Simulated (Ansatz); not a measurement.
# BiICl2: from the start to rest

Aim: in BiICl2, a structure type of another compound, with these elements put in, relax cell and atoms, then read levels, charges and fields where it ends.

Computed, not measured: Ansatz 0.2.0, DFT, r2SCAN, no spin polarisation, plane waves, PAW.

## (1) The system as given

It takes space group Cmcm (No. 63, orthorhombic). Conventional cell: a = 4.422 Å, b = 19.411 Å, c = 5.748 Å, α = 90.00°, β = 90.00°, γ = 90.00°. I (site symmetry m2m) has 8 Cl at 3.46 to 3.71 Å as nearest neighbours. Around Cl (site symmetry m2m) lie 4 Bi at 2.70 to 2.90 Å. Around Bi (site symmetry m2m) lie 5 Cl at 2.51 to 2.90 Å. Cl (site symmetry m2m) has 1 Bi at 2.51 Å as nearest neighbours.

As a file:

```
CELL_PARAMETERS angstrom
4.42187 0.00000 0.00000
2.21094 -9.70546 0.00000
0.00000 0.00000 -5.74775
ATOMIC_POSITIONS crystal
I 0.58300 0.83400 0.75000
I 0.41700 0.16600 0.25000
Cl 0.21990 0.56020 0.75000
Cl 0.78010 0.43980 0.25000
Bi 0.80010 0.39980 0.75000
Bi 0.19990 0.60020 0.25000
Cl 0.92950 0.14100 0.75000
Cl 0.07050 0.85900 0.25000
```

It starts from an earlier solution of the starting cell (checkpoint.read).

## (2) The walk to rest

Contents of input.yaml:

```yaml
crystal:
  lattice:
    - [4.421874, 0.0, 0.0]
    - [2.210937, -9.705455, 0.0]
    - [0.0, 0.0, -5.747748]
  atoms:
    - { symbol: I, position: [0.583, 0.834, 0.75] }
    - { symbol: I, position: [0.417, 0.166, 0.25] }
    - { symbol: Cl, position: [0.2199, 0.5602, 0.75] }
    - { symbol: Cl, position: [0.7801, 0.4398, 0.25] }
    - { symbol: Bi, position: [0.8001, 0.3998, 0.75] }
    - { symbol: Bi, position: [0.1999, 0.6002, 0.25] }
    - { symbol: Cl, position: [0.9295, 0.141, 0.75] }
    - { symbol: Cl, position: [0.0705, 0.859, 0.25] }
  symmetry: { tolerance: 0.0003 }
kpoints:
  mp_grid: { grid: [5, 5, 4], shift: [0, 0, 0] }
magnetization:
  spin_polarized: false
scf:
  occupations: { method: fermi_dirac }
  lower_state_search: "off"
hamiltonian:
  pseudopotentials: { kind: paw }
  xc: r2scan
basis:
  ecutwfc: 500
  fft_grid_basis: typed
relax:
  max_steps: 60
  cell: { p_target: 0.0 }
output:
  forces: true
  stress: true
  eigenvalues: true
  bader: true
  populations: true
  elf: true
  write_potential: true
  volumetric_format: npy
  dos:
    e_range: [-12, 8]
    de: 0.05
    projected: { site_lists: { Bi: [Bi], Cl: [Cl], I: [I] } }
  write_density: true
checkpoint:
  read: saved_state
```

The run is started by

```console
> ansatz run input.yaml --threads 2 --pin off --max-ram 3584MiB --backend cpu --events-out ev --progress --plain --runs-dir out
```

Q: Predict the outcome of this session. Wanted: moves; energy gained; largest move; cell; volume; pressure at the end; gap; least direct gap; Bader charges.

As calculated:

```
                                      quantity                                                                       value
                                         moves                                                                          11
                                 energy gained                                                              524.2 meV/atom
                                  largest move                                                                  1.03 Å (I)
          space group (0.01 Å), before / after                                                                 Cmcm / Cmcm
                                          cell  a = 4.627 Å, b = 12.037 Å, c = 4.642 Å, α = 90.00°, β = 90.00°, γ = 78.92°
                                        volume                                                      31.72 Å³/atom (+2.9 %)
                           pressure at the end                                                                    0.01 GPa
formation energy (elements from separate runs)                                                               -0.72 eV/atom
                                    gap (mesh)                                                           1.91 eV, indirect
                              least direct gap                                                                     1.95 eV
                                 Bader charges                                      I -0.36, Cl -0.66 to -0.54, Bi +1.55 e
```

What this shows: The volume grew by 2.9 %, and the largest move of an atom is 1.03 Å apart from the change of the cell; the energy fell by 524.2 meV per atom. The shape changed more than that tells: the edges moved by +5, +21, -19 %. With 8 symmetry operations imposed, the end may be a saddle point towards distortions that break them. There is a gap of 1.91 eV, with the least direct gap at 1.95 eV; within 0.7 eV of the edges the states project mainly on I p (49 %) and Cl p (47 %) below and Bi p (66 %), Cl p (14 %) and I p (14 %) above. Spin-orbit coupling is left out, and with elements this heavy it can move the gap by tenths of an eV. By Bader's partition Bi gives up most (+1.55 e) and Cl takes most (-0.60 e). At the density minimum between Cl and Cl (3.28 Å) the ELF is 0.05 and the density 0.09 e/Å³, a closed-shell (ionic or weak) contact.
